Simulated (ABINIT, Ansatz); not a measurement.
Planning a run of ABINIT 10.8.3 on NaCl (Fm-3m). The input:

```
acell 3*1.0 Angstrom
rprim 
  0.000000000000 2.810000000000 2.810000000000
  2.810000000000 0.000000000000 2.810000000000
  2.810000000000 2.810000000000 0.000000000000
ntypat 2
znucl 11 17
natom 2
typat 1 2
xred 
  0.000000000000 0.000000000000 0.000000000000
  0.500000000000 0.500000000000 0.500000000000
pp_dirpath "pseudos"
pseudos "Na.upf, Cl.upf"
ecut 38
ngkpt 6 6 6
nshiftk 1
shiftk 0.11 0.21 0.31
kptopt 3
chksymbreak 0
istwfk *1
occopt 1
irdwfk 1
optdriver 99
bs_calctype 1
mbpt_sciss 2.866 eV
bs_loband 6
nband 11
bs_exchange_term 1
bs_coulomb_term 21
bs_coupling 0
bs_algorithm 2
bs_freq_mesh 0 14 0.1 eV
zcut 0.15 eV
ecuteps 3
ecutwfn 19
inclvkb 2
mdf_epsinf 2.51
irdden 1
bs_haydock_niter 300
bs_haydock_tol -0.02 0
indata_prefix "in"
outdata_prefix "out"
tmpdata_prefix "tmp"
```

The database entry behind the starting cell differs from later determinations by our own check (an axis about 0.4 % short against later determinations), so it need not match the best structure at ambient conditions.

```sh
OMP_NUM_THREADS=1 mpirun -n 4 abinit run.abi > log
```

**Question.** How long will it take on 4 MPI ranks of Arm Neoverse V1, shared host, and how much memory?

It took 1.8 min; on shared hardware allow 55 s to 3.7 min. Peak host memory was 1.4 GiB.

The kernel grows as the square of the matrix size, and full diagonalisation as its cube.

[Paths, hosts, dates, memory and timing lines, banners, echoed tables and standing remarks are left out of the program output.]

[Logs are printed without paths, hosts, clocks, repeated set-up lines and the standing remarks that a program may print on its own settings, such as how far it seeks lower states.]

[Runs of the session that timed out or met a known fault of the program may be left out.]

[Hosts, paths, dates, database ids (printed as entryN), source tags and the programs' standing remarks are cut or masked in the printed files.]

[G0W0 gaps are taken among the corrected bands and points alone; a level outside them can change the order at an edge.]

[Where Ansatz stands beside ABINIT at settings called matched, ABINIT's density can come from a denser mesh and the files from another edition; pairs whose starting gaps differed by over 0.03 eV were left out, so agreement reads better than it is.]
